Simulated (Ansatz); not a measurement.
Gd:

```xyz
1
Lattice="-2.0250 2.0250 2.0250 2.0250 -2.0250 2.0250 2.0250 2.0250 -2.0250" Properties=species:S:1:pos:R:3 pbc="T T T"
Gd    0.0000    0.0000    0.0000
```

This isn't the form of Gd at room conditions, which is hcp.

Base run:

- Program: Ansatz 0.2.0
- Functional: PBEsol
- Potentials or basis: all-electron LAPW, scalar-relativistic
- Cutoff: 163 eV (chosen from the basis error)
- Basis error allowed: 0.001 eV/atom
- k mesh: 9 × 9 × 9
- Occupations: fermi-dirac, width 0.05 eV
- Spin: collinear spin, ferromagnetic start
- Starting moments: [7.0] μB

Its results: pressure -2.3 GPa; net moment 7.60 μB per cell; site moments Gd +7.43 μB.

Problem. The run is repeated on the same cell with these changes: functional from PBEsol to LDA. What comes out?

Solution. Pressure -4.2 GPa; net moment 7.53 μB per cell; site moments Gd +7.37 μB.

LDA binds more tightly than PBEsol, so the same cell stands under less pressure.

Caveats: an open f shell can end in a state above the lowest.
